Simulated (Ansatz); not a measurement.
**A N vacancy in zincblende AlN, 63 atoms, charge +3**

All numbers come from Ansatz (PAW, plane waves, no spin–orbit coupling) at the single k point (¼, ¼, ¼) without its symmetry partners. The atoms were relaxed with PBEsol in a fixed cell; other functionals are single points on those atoms unless said otherwise. The valence top and gap of the host come from its small cell on a dense mesh, with the band extrema sought between the mesh points, lined up by the mean potential, PBEsol gap 3.19 eV, HSE06 gap 4.55 eV. The charge correction uses an assumed dielectric constant of 8.5.

Relaxed structure:

```xyz
63
Lattice="8.7554 0.0000 0.0000 0.0000 8.7554 0.0000 0.0000 0.0000 8.7554" Properties=species:S:1:pos:R:3 pbc="T T T"
Al    0.0014    0.0033    0.0103
Al    0.0264    0.0277    4.3697
Al    0.0263    4.3631    0.0345
Al    0.0154    4.3784    4.3853
Al    4.3615    0.0281    0.0344
Al    4.3765    0.0170    4.3855
Al    4.3768    4.3787    0.0237
Al    4.1456    4.1475    4.1541
Al    2.1814    2.1834    0.0093
Al    2.1570    2.1583    4.3688
Al    2.1582    6.5793    0.0341
Al    2.1676    6.5636    4.3858
Al    6.5778    2.1598    0.0341
Al    6.5617    2.1692    4.3855
Al    6.5620    6.5639    0.0252
Al    6.7922    6.7939    4.1559
Al    2.1816    0.0029    2.1898
Al    2.1579    0.0274    6.5862
Al    2.1568    4.3620    2.1651
Al    2.1677    4.3791    6.5702
Al    6.5771    0.0270    2.1668
Al    6.5623    0.0184    6.5705
Al    6.5618    4.3791    2.1759
Al    6.7923    4.1491    6.8005
Al    0.0012    2.1831    2.1900
Al    0.0256    2.1597    6.5856
Al    0.0256    6.5789    2.1665
Al    0.0170    6.5638    6.5707
Al    4.3605    2.1585    2.1649
Al    4.3775    2.1693    6.5703
Al    4.3771    6.5636    2.1761
Al    4.1477    6.7936    6.8003
N     1.0930    1.0950    1.1015
N     1.0932    1.0949    5.4796
N     1.0933    5.4729    1.1016
N     1.0927    5.4724    5.4790
N     5.4712    1.0950    1.1016
N     5.4705    1.0945    5.4790
N     5.4703    5.4725    1.1011
N     3.2832    3.2852    1.1027
N     3.2770    3.2787    5.4916
N     3.2842    7.6601    1.0997
N     3.2756    7.6669    5.4664
N     7.6581    3.2861    1.0999
N     7.6647    3.2779    5.4658
N     7.6579    7.6599    1.1038
N     7.6653    7.6668    5.4935
N     3.2833    1.0963    3.2917
N     3.2841    1.0934    7.6666
N     3.2767    5.4849    3.2853
N     3.2759    5.4596    7.6734
N     7.6579    1.0929    3.2926
N     7.6582    1.0969    7.6666
N     7.6647    5.4593    3.2847
N     7.6650    5.4868    7.6736
N     1.0945    3.2850    3.2918
N     1.0912    3.2861    7.6663
N     1.0915    7.6598    3.2925
N     1.0949    7.6602    7.6670
N     5.4829    3.2788    3.2852
N     5.4577    3.2780    7.6734
N     5.4572    7.6663    3.2851
N     5.4849    7.6671    7.6736
```

Chemical potentials μ are those of reference phases of the elements at zero temperature by the same functional (the usual solids, diamond for C, grey Sn, and the molecules H2, N2, O2, F2, Cl2, Br2 and S8).

```csv
functional,E(defect) − E(host) − Σ nμ + q·E_VBM (eV),monopole (eV),alignment (eV),formation energy at E_F = VBM (eV),moment (μB),"wall time, shared host"
PBEsol,0.54,2.47,-0.89,2.12,0 (no spin),5.2 s on NVIDIA GB200 (relaxation)
```

Task: Estimate the formation energy and moment that HSE06 gives on these atoms.

Result: -0.11 eV at E_F = VBM (-1.77 eV before the monopole term 2.47 eV and the alignment -0.81 eV), moment 0 (no spin).

Task: How does the monopole term follow by hand for this cubic cell?

Result: q²·α·e²/(4πε₀)/(2εL) with the Madelung constant α = 2.837 and e²/4πε₀ = 14.40 eV·Å: 9 × 2.837 × 14.40 / (2 × 8.5 × 8.755) = 2.47 eV.

HSE06 one-electron levels near the gap (the ten most localised at most), from the host's valence top, not corrected for the charge's images:

| level (eV) | spin | filling | atoms sharing it | element of the atom with most weight |
| --- | --- | --- | --- | --- |
| -0.08 | both | 2.00 | 32.6 | spread |
| -0.07 | both | 2.00 | 28.4 | spread |
| -0.07 | both | 2.00 | 28.4 | spread |
| 0.03 | both | 2.00 | 31.3 | spread |
| 0.03 | both | 2.00 | 31.4 | spread |
| 2.95 | both | 0.00 | 10.7 | Al |

All elements are taken at their own reference at once; growth conditions in equilibrium with the host shift these energies, by up to the host's formation enthalpy.

One k point and a cell of this size can leave errors of several tenths of an eV in such numbers.
